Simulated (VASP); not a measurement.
Wanted: the native input for a VASP 6.6.1 run.

```yaml
Task: single point
Functional: PBEsol
Potentials_or_basis: VASP PAW PBE potentials, release 64 (Mg, O)
Cutoff: 520 eV
k_mesh: 9 × 9 × 8
Occupations: gaussian, width 0.05 eV
Spin: no spin polarisation
Dipole_correction: no
Further_INCAR_settings: ALGO = Normal; EDIFF = 1e-07; NBANDS = 11
```

The structure of MgO lies in POSCAR:

```
MgO
1.0
    2.9380209034      0.0000000000      0.0000000000
   -1.4690104517      2.5444007392      0.0000000000
    0.0000000000      0.0000000000      2.6796800000
Mg O
1 1
Direct
    0.0000000000      0.0000000000      0.0000000000
    0.3333333333      0.6666666667      0.4300289587
```

Measurements of this composition are mostly on another form, of space group No. 225.

The cell isn't the ideal one: all O atoms moved +0.188 Å, as atom 2 towards its neighbour atom 2 (O) at 2.680 Å.

One way to write it, as run:

INCAR

```
SYSTEM = MgO
PREC = Accurate
ENCUT = 520
EDIFF = 1E-7
ISMEAR = 0
SIGMA = 0.05
LREAL = .FALSE.
LASPH = .TRUE.
NELM = 80
ALGO = Normal
ISIF = 2
LWAVE = .FALSE.
LCHARG = .FALSE.
GGA = PS
NBANDS = 11
```

KPOINTS

```
Automatic mesh
0
G
  9 9 8
  0 0 0
```

Potentials or basis: VASP PAW PBE potentials, release 64 (Mg, O).

Command:

```sh
$ cat potpaw_PBE.64/Mg/POTCAR potpaw_PBE.64/O/POTCAR > POTCAR
$ mpirun -np 1 vasp_std > vasp.out
```

Results of the run:

```
Pressure               : -1.3 GPa
Largest force          : 0.654 eV/Å
Band gap on the k mesh : 2.88 eV, indirect (least direct gap 3.33 eV)
```

Caveat: the PAW data sets were made with another functional, which shifts forces and pressure a little; an odd mesh through Γ misses points on the zone boundary, where band edges often lie.

It took 14 s on 1 thread of Intel(R) Xeon(R) Platinum 8488C (Sapphire Rapids), on a shared host, peak memory 0.14 GiB.
